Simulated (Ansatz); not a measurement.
# Ge: the cost of one run

Method: DFT PBE, scalar-relativistic, plane waves, PAW, in Ansatz 0.2.0.

**1. The system as given**

Symmetry: I4_132, No. 214, cubic system. The conventional cell has a = 6.517 Å, b = 6.517 Å, c = 6.517 Å, α = 90.00°, β = 90.00°, γ = 90.00°. Ge (site symmetry 32) is surrounded by 3 Ge at 2.30 Å.

As a file:

```
Ge
1.0
    -3.25835    3.25835    3.25835
     3.25835   -3.25835    3.25835
     3.25835    3.25835   -3.25835
Ge
4
Direct
  0.75000 0.75000 0.75000
  0.50000 0.00000 0.75000
  0.00000 0.75000 0.50000
  0.75000 0.50000 0.00000
```

The cell is invented: 3-connected net of one element (I4_132, No. 214). The dimensions are guesses.

**2. The guess as it stands, on a coarse mesh**

File input.yaml:

```yaml
crystal:
  lattice:
    - [-3.25834805, 3.25834805, 3.25834805]
    - [3.25834805, -3.25834805, 3.25834805]
    - [3.25834805, 3.25834805, -3.25834805]
  atoms:
    - { symbol: Ge, position: [0.75, 0.75, 0.75] }
    - { symbol: Ge, position: [0.5, 0.0, 0.75] }
    - { symbol: Ge, position: [0.0, 0.75, 0.5] }
    - { symbol: Ge, position: [0.75, 0.5, 0.0] }
basis:
  ecutwfc: 420
kpoints:
  mp_grid: { grid: [4, 4, 4] }
hamiltonian:
  xc: pbe
scf:
  occupations: { method: gaussian, width: 0.1 }
  lower_state_search: "off"
output:
  forces: true
  stress: true
  eigenvalues: true
```

On the command line:

```console
$ ansatz run input.yaml --threads 1 --pin off --max-ram 2048MiB --backend cpu --events-out ev --progress --plain --runs-dir out
```

What time and memory should one allow on 1 thread of Intel Xeon 6975P-C (Granite Rapids), shared host?

About 2.3 s, with a peak of 0.38 GiB.
